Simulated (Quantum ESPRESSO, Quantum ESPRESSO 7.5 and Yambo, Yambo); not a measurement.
**Beyond one shot: GaAs (F-43m)**

Wanted: G0W0 and self-consistent gaps of GaAs (F-43m), with the cost of the cycles.

Calculated with Quantum ESPRESSO 7.5 and Yambo 5.3.0; PBE and many-body steps on it, plane waves.

**What was measured.**

- Gap 1.51 eV: band-edge emission energy from PL (direct gap at Gamma); photoluminescence, 633 nm excitation; 77 K; bulk crystal (MBE GaAs matrix around a thin InAs wetting layer on semi-insulating GaAs (100)) (“Photoluminescence of InAs/GaAs quantum dots under direct two-photon excitation”, 2020, pmc:7331710).

- Gap 1.418 ± 0.005 eV: direct gap E0 at Gamma from PR; modulated photoreflectance, low-field lineshape fit; 300 K; bulk crystal (semi-insulating GaAs(001) reference substrate) (“Evidence of valence band perturbations in GaAsN/GaAs(001): A combined variable-angle spectroscopic ellipsometry and modulated photoreflectance investigation”, 2008, arxiv:0805.2212).

- Gap 1.42 eV: fundamental direct gap E0 at Gamma, seen as sharp points in Psi and Delta; spectroscopic ellipsometry; 300 K; bulk crystal (semi-insulating GaAs (100) substrate) (“Ellipsometric study of the Electronic Structure of GaMnAs and LT-GaAs”, 2004, arxiv:cond-mat/0404304).

- Gap 1.412 ± 0.01 eV: direct gap E0 at Gamma from ellipsometry; variable-angle spectroscopic ellipsometry, parametric critical-point fit; 300 K; bulk crystal (semi-insulating GaAs(001) reference substrate with native oxide) (“Evidence of valence band perturbations in GaAsN/GaAs(001): A combined variable-angle spectroscopic ellipsometry and modulated photoreflectance investigation”, 2008, arxiv:0805.2212).

Most raw output is cut from this account.

**1. The starting structure**

The structure is cubic, space group F-43m (No. 216). Conventional cell: a = 5.654 Å, b = 5.654 Å, c = 5.654 Å, α = 90.00°, β = 90.00°, γ = 90.00°. Nearest to Ga lie 4 As at 2.45 Å. As has 4 Ga at 2.45 Å nearest. Farther neighbours are not listed.

Structure file:

```cif
data_structure
_symmetry_space_group_name_H-M 'F-43m'
_symmetry_Int_Tables_number 216
_cell_length_a 5.6537
_cell_length_b 5.6537
_cell_length_c 5.6537
_cell_angle_alpha 90.000
_cell_angle_beta 90.000
_cell_angle_gamma 90.000
_cell_volume 180.72
loop_
_atom_site_label
_atom_site_type_symbol
_atom_site_symmetry_multiplicity
_atom_site_Wyckoff_symbol
_atom_site_fract_x
_atom_site_fract_y
_atom_site_fract_z
_atom_site_occupancy
Ga1 Ga 4 a 0.00000 0.00000 0.00000 1
As1 As 4 d 0.25000 0.25000 0.75000 1
```

The cell and positions come from the Crystallography Open Database and are kept as given unless a step says otherwise.

**2. Empty states on the mesh, 4×4×4 mesh, 124 bands**

This step: Quantum ESPRESSO 7.5; DFT, PBE, plane waves, norm-conserving pseudopotentials.

The sums over transitions need many empty states on a uniform mesh; this step solves for them.

Contents of pw.in:

```
&control
  calculation = 'nscf'
  prefix = 'x'
  outdir = 'o'
  pseudo_dir = 'pseudo'
/
&system
  ibrav = 0
  nat = 2
  ntyp = 2
  ecutwfc = 104.0
  nbnd = 124
  force_symmorphic = .true.
/
&electrons
  conv_thr = 1e-9
  electron_maxstep = 80
  diago_full_acc = .true.
  diago_thr_init = 5e-6
/
ATOMIC_SPECIES
  Ga 69.723 Ga.upf
  As 74.922 As.upf
CELL_PARAMETERS angstrom
  0.0000000000 2.8268500000 2.8268500000
  2.8268500000 0.0000000000 2.8268500000
  2.8268500000 2.8268500000 -0.0000000000
ATOMIC_POSITIONS crystal
  Ga 0.0000000000 0.0000000000 0.0000000000
  As 0.2500000000 0.2500000000 0.2500000000
K_POINTS automatic
  4 4 4 0 0 0
```

Launch:

```bash
OMP_NUM_THREADS=1 mpirun -n 4 pw.x -nk 4 -in pw.in > pw.out
```

The job ended after 5.9 s (4 MPI ranks of Intel Xeon 6975P-C (Granite Rapids), shared host; peak memory 0.48 GiB; 23 s of CPU time).

Numbers from this step:

| Item | Value |
| --- | --- |
| gap | 0.5181 eV |
| k of the valence top | 0, 0, 0 |
| k of the conduction bottom | 0, 0, 0 |
| least direct gap | 0.5181 eV |
| k points computed | 8 |
| lowest point of the top converged band, above the valence top | 87.1270 eV |

On this mesh the gap is 0.518 eV.

The density comes from a self-consistent run that is not shown.

**3. Conversion and set-up**

This step: Yambo 5.3.0; conversion and set-up on PBE, plane waves, norm-conserving pseudopotentials.

The states are converted to the many-body program's format and the q mesh is built.

Launch:

```bash
(cd o/x.save; p2y > p2y.log; mv SAVE ../..); yambo > setup.log
```

The job ended after 2.8 s (1 MPI rank; peak memory 0.26 GiB).

**4. G0W0**

G0W0 replaces the xc potential by the self-energy, built once from these orbitals. Only a window of levels is corrected, while the sums run over the empty bands that the input names.

This step: G0W0 on PBE, plane waves, norm-conserving pseudopotentials.

Contents of gw1.in:

```
HF_and_locXC
gw0
dyson
ppa
em1d
rim_cut
RandQpts= 1000000
RandGvec= 1 RL
EXXRLvcs= 104 Ry
VXCRLvcs= 416 Ry
Chimod= "HARTREE"
% BndsRnXp
 1 | 124 |
%
NGsBlkXp= 14.5 Ry
% LongDrXp
 1 | 1 | 1 |
%
% GbndRnge
 1 | 124 |
%
DysSolver= "n"
ExtendOut
PPAPntXp= 27.21138 eV
% QPkrange
 1 | 8 | 19 | 26 |
%
```

Launch:

```bash
OMP_NUM_THREADS=1 mpirun -n 4 yambo -F gw1.in -J gw1 -C gw1 > gw1.log
```

It took 11 min on 4 MPI ranks; peak memory 2.4 GiB.

This step gave:

| Quantity | Value |
| --- | --- |
| G0W0 gap on the mesh | 1.176 eV |
| starting gap on the mesh | 0.5181 eV |
| k of the valence top | 0, 0, 0 |
| k of the conduction bottom | 0, 0, 0 |
| least direct G0W0 gap on the computed points | 1.176 eV |
| Z at the valence top | 0.7949 |
| Z at the conduction bottom | 0.7984 |

The gap on the mesh goes from 0.52 eV to 1.18 eV, a correction of +0.66 eV.

**5. evGW0, cycle 1**

This step: evGW0 on PBE, plane waves, norm-conserving pseudopotentials.

gw2.in, as its differences from gw1.in of step 4:

```diff
@@ -27 +27,2 @@
 %
+GfnQPdb= "E < ./gw1/ndb.QP"
```

Launch:

```bash
OMP_NUM_THREADS=1 mpirun -n 4 yambo -F gw2.in -J gw2,gw1_W -C gw2 > gw2.log
```

Wall time 9.3 min (4 MPI ranks); peak memory 2.4 GiB; 37 min of CPU time.

This step gave:

| Item | Value |
| --- | --- |
| quasiparticle gap on the mesh | 1.238 eV |
| gap of the density functional on the mesh | 0.5181 eV |
| k of the valence top | 0, 0, 0 |
| k of the conduction bottom | 0, 0, 0 |
| least direct quasiparticle gap on the computed points | 1.238 eV |
| Z at the valence top | 0.7977 |
| Z at the conduction bottom | 0.8054 |

Against G0W0 in Yambo (4×4×4 mesh, 124 bands, screening to 197.3 eV, Godby-Needs plasmon pole), the gap moves by +0.062 eV.

The program's own table gives 1.366 eV, which is too large where the input levels are shifted: this version takes Σc at the unshifted level E₀, yet steps from the shifted one. The value above is the Newton step from E₀, E₀ + Z(Σc + Σx − Vxc), rebuilt from the printed columns.

**6. evGW0, cycle 2**

The corrected levels of the last cycle go back in.

gw3.in, as its differences from gw2.in of step 5:

```diff
@@ -27,2 +27,2 @@
 %
-GfnQPdb= "E < ./gw1/ndb.QP"
+GfnQPdb= "E < ./gw2_fix/ndb.QP"
```

Launch:

```bash
OMP_NUM_THREADS=1 mpirun -n 4 yambo -F gw3.in -J gw3,gw1_W -C gw3 > gw3.log
```

Run time: 9.8 min. Hardware: 4 MPI ranks; peak memory 2.3 GiB; 39 min of CPU time.

This step gave:

| Item | Value |
| --- | --- |
| quasiparticle gap on the mesh | 1.245 eV |
| gap of the density functional on the mesh | 0.5181 eV |
| k of the valence top | 0, 0, 0 |
| k of the conduction bottom | 0, 0, 0 |
| least direct quasiparticle gap on the computed points | 1.245 eV |

Against the cycle before, the gap moves by +0.007 eV.

The program's own table gives 1.384 eV, which is too large where the input levels are shifted: this version takes Σc at the unshifted level E₀, yet steps from the shifted one. The value above is the Newton step from E₀, E₀ + Z(Σc + Σx − Vxc), rebuilt from the printed columns.

**7. evGW, cycle 1**

This step: evGW on PBE, plane waves, norm-conserving pseudopotentials.

gw4.in, as its differences from gw3.in of step 6:

```diff
@@ -27,2 +27,3 @@
 %
-GfnQPdb= "E < ./gw2_fix/ndb.QP"
+GfnQPdb= "E < ./gw1/ndb.QP"
+XfnQPdb= "E < ./gw1/ndb.QP"
```

Launch:

```bash
OMP_NUM_THREADS=1 mpirun -n 4 yambo -F gw4.in -J gw4 -C gw4 > gw4.log
```

It took 13 min on 4 MPI ranks; peak memory 2.4 GiB.

This step gave:

* quasiparticle gap on the mesh: 1.289 eV
* gap of the density functional on the mesh: 0.5181 eV
* k of the valence top: 0, 0, 0
* k of the conduction bottom: 0, 0, 0
* least direct quasiparticle gap on the computed points: 1.289 eV

Against G0W0 in Yambo (4×4×4 mesh, 124 bands, screening to 197.3 eV, Godby-Needs plasmon pole), the gap moves by +0.113 eV.

The program's own table gives 1.411 eV, which is too large where the input levels are shifted: this version takes Σc at the unshifted level E₀, yet steps from the shifted one. The value above is the Newton step from E₀, E₀ + Z(Σc + Σx − Vxc), rebuilt from the printed columns.

**8. evGW, cycle 2**

gw5.in, as its differences from gw4.in of step 7:

```diff
@@ -27,3 +27,3 @@
 %
-GfnQPdb= "E < ./gw1/ndb.QP"
-XfnQPdb= "E < ./gw1/ndb.QP"
+GfnQPdb= "E < ./gw4_fix/ndb.QP"
+XfnQPdb= "E < ./gw4_fix/ndb.QP"
```

Launch:

```bash
OMP_NUM_THREADS=1 mpirun -n 4 yambo -F gw5.in -J gw5 -C gw5 > gw5.log
```

The job ended after 15 min (4 MPI ranks; peak memory 2.4 GiB; 62 min of CPU time).

Numbers from this step:

```yaml
quasiparticle_gap_on_the_mesh: 1.314 eV
gap_of_the_density_functional_on_the_mesh: 0.5181 eV
k_of_the_valence_top: 0, 0, 0
k_of_the_conduction_bottom: 0, 0, 0
least_direct_quasiparticle_gap_on_the_computed_points: 1.314 eV
```

Against the cycle before, the gap moves by +0.025 eV.

The program's own table gives 1.453 eV, which is too large where the input levels are shifted: this version takes Σc at the unshifted level E₀, yet steps from the shifted one. The value above is the Newton step from E₀, E₀ + Z(Σc + Σx − Vxc), rebuilt from the printed columns.

**9. evGW, cycle 3**

gw6.in, as its differences from gw5.in of step 8:

```diff
@@ -27,3 +27,3 @@
 %
-GfnQPdb= "E < ./gw4_fix/ndb.QP"
-XfnQPdb= "E < ./gw4_fix/ndb.QP"
+GfnQPdb= "E < ./gw5_fix/ndb.QP"
+XfnQPdb= "E < ./gw5_fix/ndb.QP"
```

Launch:

```bash
OMP_NUM_THREADS=1 mpirun -n 4 yambo -F gw6.in -J gw6 -C gw6 > gw6.log
```

It took 16 min on 4 MPI ranks; peak memory 2.4 GiB; 63 min of CPU time.

Numbers from this step:

```
quasiparticle gap on the mesh                         : 1.320 eV
gap of the density functional on the mesh             : 0.5181 eV
k of the valence top                                  : 0, 0, 0
k of the conduction bottom                            : 0, 0, 0
least direct quasiparticle gap on the computed points : 1.320 eV
```

Against the cycle before, the gap moves by +0.006 eV.

The program's own table gives 1.463 eV, which is too large where the input levels are shifted: this version takes Σc at the unshifted level E₀, yet steps from the shifted one. The value above is the Newton step from E₀, E₀ + Z(Σc + Σx − Vxc), rebuilt from the printed columns.

**10. The runs together**

Times are wall times on 4 MPI ranks of Intel Xeon 6975P-C (Granite Rapids), shared host, good to a factor of about two.

| run | mesh | bands | screening cutoff (eV) | DFT gap (eV) | gap on the mesh (eV) | direct (eV) | time |
| --- | --- | --- | --- | --- | --- | --- | --- |
| G0W0 | 4×4×4 | 124 | 197.3 | 0.518 | 1.176 | 1.176 | 11 min |
| evGW0, cycle 1 | 4×4×4 | 124 | 197.3 | 0.518 | 1.238 | 1.238 | 9.3 min |
| evGW0, cycle 2 | 4×4×4 | 124 | 197.3 | 0.518 | 1.245 | 1.245 | 9.8 min |
| evGW, cycle 1 | 4×4×4 | 124 | 197.3 | 0.518 | 1.289 | 1.289 | 13 min |
| evGW, cycle 2 | 4×4×4 | 124 | 197.3 | 0.518 | 1.314 | 1.314 | 15 min |
| evGW, cycle 3 | 4×4×4 | 124 | 197.3 | 0.518 | 1.320 | 1.320 | 16 min |

**11. What came out**

* G0W0: 1.176 eV
* evGW0, cycle 1: 1.238 eV
* evGW0, cycle 2: 1.245 eV
* evGW, cycle 1: 1.289 eV
* evGW, cycle 2: 1.314 eV
* evGW, cycle 3: 1.320 eV
* known limits: not at the basis limit; no spin-orbit coupling; coarse k mesh

evGW0 ends at 1.24 eV, +0.07 eV from G0W0, after 2 cycles that took 19 min beside the first screening; the last moved the gap by 0.007 eV. evGW ends at 1.32 eV, +0.14 eV from G0W0, after 3 cycles that took 44 min beside the first screening; the last moved the gap by 0.006 eV. Against experiment, by evGW, cycle 3: the direct gap of 1.32 eV lies −0.19 eV from the measured 1.51 eV (exciton, 77 K, 2020); the direct gap of 1.32 eV lies −0.10 eV from the measured 1.418 ± 0.005 eV (direct, 300 K, 2008); the direct gap of 1.32 eV lies −0.10 eV from the measured 1.42 eV (direct, 300 K, 2004); the direct gap of 1.32 eV lies −0.09 eV from the measured 1.412 ± 0.01 eV (direct, 300 K, 2008). An exciton line or allowed optical edge lies below the quasiparticle gap by the binding energy; a forbidden edge can push the onset above it. These are gaps on the mesh, at modest bands and cutoff. The calculation has static nuclei and no excitons; a measured gap holds zero-point and thermal motion, which mostly lowers it. Bands and cutoff are finite, so the gap is not at the basis limit. The miss can reach some tenths of an eV and take either sign; the mesh is an error of its own. The 4×4×4 mesh is coarse for this cell, which bears on the long-range parts of exchange and screening. The many-body steps are scalar-relativistic: spin-orbit coupling is not in them.

[Paths, hosts, dates, memory and timing lines, banners, echoed tables and standing remarks are left out of the program output.]

[Logs are printed without paths, hosts, clocks, repeated set-up lines and the standing remarks that a program may print on its own settings, such as how far it seeks lower states.]

[Runs of the session that timed out or met a known fault of the program may be left out.]

[Hosts, paths, dates, database ids (printed as entryN), source tags and the programs' standing remarks are cut or masked in the printed files.]
